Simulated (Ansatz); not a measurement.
This Ansatz 0.2.0 run on Sc needs a look.

Contents of input.yaml:

```yaml
crystal:
  lattice:
    - [0.0, 2.2294557152, 2.2294557152]
    - [2.2294557152, 0.0, 2.2294557152]
    - [2.2294557152, 2.2294557152, 0.0]
  atoms:
    - { symbol: Sc, position: [0.0, 0.0, 0.0] }
hamiltonian:
  xc: r2scan
  pseudopotentials:
    kind: nc
    accuracy: standard
    azcp: { Sc: Sc_ONCV_PBE-1.2.nc.azcp }
  dispersion: rvv10
kpoints:
  mp_grid: { grid: [10, 10, 10] }
scf:
  occupations: { method: cold, width: 0.05 }
  n_extra_bands: 6
  max_iter: 50
output:
  forces: true
  stress: true
  eigenvalues: true
  dos: { projected: true, de: 0.05, nscf_kmesh: { grid: [15, 15, 15] } }
accuracy: [1, 2]
```

Potentials or basis: SG15 NC.

Run with:

```console
$ ansatz run input.yaml --threads 1 --pin off --max-ram 2560MiB --backend cpu --events-out ev --progress --plain --runs-dir out
```

Output:

```text
Error: YAML parse error: error: line 26 column 11: expected string scalar
  --> <input>:26:11
   |
24 |   eigenvalues: true
25 |   dos: { projected: true, de: 0.05, nscf_kmesh: { grid: [15, 15, 15] } }
26 | accuracy: [1, 2]
   |           ^ expected string scalar
```

Diagnose the run.

The program refused the input. The input holds a flaw that was put in on purpose: a value of the wrong type (accuracy = [1, 2]).
